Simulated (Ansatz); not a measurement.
# TiO2: the cost of one run

Computed with Ansatz 0.2.0 (DFT PBE+U, scalar-relativistic, plane waves, PAW, unless a step's input says otherwise).

75 further runs of the same task are left out: 1 for a known fault of the program, 1 that didn't finish, 73 set aside as unsound or not needed.

### 1 The starting structure

It takes space group I4_1/amd (No. 141, tetragonal). Conventional cell: a = 3.817 Å, b = 3.817 Å, c = 9.780 Å, α = 90.00°, β = 90.00°, γ = 90.00°. Around Ti (site symmetry -4m2) lie 6 O at 1.96 to 2.01 Å. O (site symmetry 2mm) has 3 Ti at 1.96 to 2.01 Å as nearest neighbours.

As a file:

```cif
data_structure
_symmetry_space_group_name_H-M 'P 1'
_symmetry_Int_Tables_number 1
_cell_length_a 3.8174
_cell_length_b 3.8174
_cell_length_c 5.5854
_cell_angle_alpha 109.982
_cell_angle_beta 109.982
_cell_angle_gamma 90.000
_cell_volume 71.26
loop_
_atom_site_label
_atom_site_type_symbol
_atom_site_fract_x
_atom_site_fract_y
_atom_site_fract_z
_atom_site_occupancy
Ti1 Ti 0.12501 0.87499 0.25000 1
Ti2 Ti 0.87499 0.12501 0.75000 1
O1 O 0.33022 0.08025 0.66046 1
O2 O 0.66978 0.91975 0.33954 1
O3 O 0.91975 0.66978 0.83954 1
O4 O 0.08025 0.33022 0.16046 1
```

It goes back to an entry of the Materials Project, which need not be the stable form.

This cell was relaxed beforehand with the same method: volume 11.88 Å³/atom, gap on the mesh 2.69 eV.

### 2 What is varied

Atoms count from 1 in the order of the input.

The energy is mapped over a free internal coordinate and the cell.

First coordinate, shift of O3 along [0 0 1], its symmetry partners moved as symmetry demands (measured in the relaxed cell): 11 values from −0.15 Å. Second coordinate, volume per atom at fixed shape: 11 values from 10.926 to 12.827 Å³.

Nothing else is relaxed (all other coordinates fixed). Energies count from the relaxed crystal. Points are written as (first, second).

### 3 Grid point (−0.09 Å, 10.926 Å³)

File input.yaml:

```yaml
crystal:
  lattice:
    - [2.6252399294, -2.6253128814, -0.0195896425]
    - [2.6252399294, 2.6253128814, -0.0195896425]
    - [-2.5896256811, 0.0, 4.775220229]
  atoms:
    - { symbol: Ti, position: [0.1250069486, 0.8749930514, 0.25] }
    - { symbol: Ti, position: [0.8749930514, 0.1250069486, 0.75] }
    - { symbol: O, position: [0.3210199348, 0.0710432101, 0.6420495915] }
    - { symbol: O, position: [0.6789800652, 0.9289567899, 0.3579504085] }
    - { symbol: O, position: [0.9289567899, 0.6789800652, 0.8579504085] }
    - { symbol: O, position: [0.0710432101, 0.3210199348, 0.1420495915] }
basis:
  ecutwfc: 520.0
kpoints:
  mp_grid: { grid: [6, 6, 6] }
hamiltonian:
  xc: pbe
  pseudopotentials: { kind: paw, azcp: { folder: soft_1 } }
  hubbard: { sites: [{ species: Ti, l: d, u_eff: 4.0 }] }
scf:
  occupations: { method: gaussian, width: 0.05 }
output:
  forces: true
  stress: true
  eigenvalues: true
```

Started as:

```bash
ansatz run input.yaml --threads 4 --pin off --max-ram 8192MiB --backend cpu --events-out ev --progress --plain --runs-dir out
```

**Question.** How long does this run take on 4 threads of Arm Neoverse N1, shared host, and how much memory does it need?

About 7.4 s, with a peak of 0.58 GiB.
